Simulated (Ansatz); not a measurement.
# Band table of AlRu (rocksalt type)

```
Ru Al
1.0
     0.00000    2.49284    2.49284
     2.49284    0.00000    2.49284
     2.49284    2.49284    0.00000
Ru Al
1 1
Direct
  0.00000 0.00000 0.00000
  0.50000 0.50000 0.50000
```

The cell comes from a relaxation on PAW files under the same functional, begun from a prototype that needn't be the stable phase.

Computed with Ansatz 0.2.0; functional PBE, scalar-relativistic. Settings: a Γ-centred 14×14×14 k mesh, Fermi–Dirac smearing of 0.1 eV, no spin polarisation. Methods: LAPW: all electrons, basis error target 1 meV/atom.

Path points, in fractions of the reciprocal vectors: Γ (0.000, 0.000, 0.000), X (0.500, 0.000, 0.500), U (0.625, 0.250, 0.625), K (0.375, 0.375, 0.750), L (0.500, 0.500, 0.500), W (0.500, 0.250, 0.750). The distance column jumps between branches of the path. Levels in eV from the Fermi level; bands 14 to 21, counted from the lowest band of the run. The gap is zero, the pressure -0.07 GPa.

```
# k(1/Å) point b14 b15 b16 b17 b18 b19 b20 b21
0.000 Γ -8.98 -1.98 -1.98 -1.98 -1.68 -1.68 6.54 6.54
0.180 - -8.84 -2.07 -1.93 -1.93 -1.82 -1.65 6.47 6.47
0.360 - -8.44 -2.29 -2.19 -1.78 -1.78 -1.55 6.18 6.18
0.540 - -7.81 -2.66 -2.60 -1.51 -1.51 -1.41 5.54 5.54
0.720 - -7.06 -3.05 -2.92 -1.25 -1.14 -1.14 4.63 4.63
0.900 - -6.36 -3.18 -3.12 -1.10 -0.67 -0.67 3.64 3.64
1.080 - -5.97 -3.35 -2.75 -0.99 -0.17 -0.17 2.79 2.79
1.260 X -5.87 -3.42 -2.42 -0.95 0.08 0.08 2.17 2.41
1.324 - -5.85 -3.41 -2.44 -0.98 0.08 0.11 2.03 2.46
1.388 - -5.81 -3.41 -2.48 -1.07 0.06 0.20 1.77 2.58
1.451 - -5.75 -3.40 -2.54 -1.20 0.03 0.35 1.47 2.62
1.515 - -5.66 -3.41 -2.62 -1.35 -0.01 0.53 1.16 2.63
1.579 - -5.55 -3.43 -2.70 -1.52 -0.06 0.76 0.86 2.60
1.642 - -5.42 -3.49 -2.77 -1.68 -0.12 0.60 1.01 2.56
1.706 U -5.28 -3.58 -2.84 -1.84 -0.19 0.41 1.29 2.49
2.478 K -5.28 -3.58 -2.84 -1.84 -0.19 0.41 1.29 2.49
2.669 - -5.02 -3.97 -2.99 -2.22 -0.46 0.20 2.25 2.32
2.859 - -5.69 -3.67 -3.00 -2.42 -0.79 0.11 2.55 3.31
3.050 - -6.71 -3.07 -2.87 -2.44 -1.15 -0.32 3.36 4.41
3.241 - -7.65 -2.62 -2.52 -2.29 -1.48 -0.89 4.40 5.42
3.432 - -8.37 -2.33 -2.12 -2.03 -1.75 -1.39 5.40 6.13
3.623 - -8.83 -2.08 -1.96 -1.92 -1.78 -1.66 6.20 6.46
3.814 Γ -8.98 -1.98 -1.98 -1.98 -1.68 -1.68 6.54 6.54
3.970 - -8.88 -2.05 -1.95 -1.95 -1.71 -1.71 6.22 6.68
4.126 - -8.57 -2.24 -2.01 -2.01 -1.64 -1.64 5.40 7.05
4.282 - -8.07 -2.53 -2.21 -2.21 -1.38 -1.38 4.32 7.56
4.438 - -7.41 -2.91 -2.44 -2.44 -1.04 -1.04 3.20 8.01
4.594 - -6.62 -3.39 -2.62 -2.62 -0.69 -0.69 2.21 7.87
4.750 - -5.77 -3.99 -2.75 -2.75 -0.42 -0.42 1.52 7.47
4.906 L -5.16 -4.51 -2.79 -2.79 -0.32 -0.32 1.28 7.33
5.033 - -5.09 -4.55 -2.79 -2.75 -0.33 -0.28 1.24 7.29
5.160 - -4.89 -4.66 -2.80 -2.65 -0.34 -0.16 1.16 6.53
5.288 - -4.80 -4.58 -2.85 -2.48 -0.36 0.08 1.04 5.41
5.415 - -4.94 -4.17 -2.93 -2.32 -0.34 0.44 0.94 4.27
5.542 - -5.05 -3.73 -3.03 -2.24 -0.23 0.88 0.89 3.18
5.669 - -5.13 -3.32 -3.09 -2.30 -0.03 0.98 1.33 2.21
5.797 W -5.15 -3.12 -3.12 -2.39 0.09 1.29 1.57 1.57
5.887 - -5.20 -3.20 -3.01 -2.31 0.09 1.30 1.30 1.81
5.977 - -5.33 -3.27 -2.90 -2.08 0.09 1.02 1.34 2.01
6.067 - -5.49 -3.33 -2.77 -1.78 0.09 0.74 1.42 2.17
6.157 - -5.64 -3.37 -2.65 -1.47 0.08 0.48 1.54 2.28
6.247 - -5.76 -3.39 -2.53 -1.20 0.08 0.27 1.73 2.36
6.337 - -5.84 -3.41 -2.45 -1.02 0.08 0.13 1.97 2.40
6.427 X -5.87 -3.42 -2.42 -0.95 0.08 0.08 2.17 2.41
```
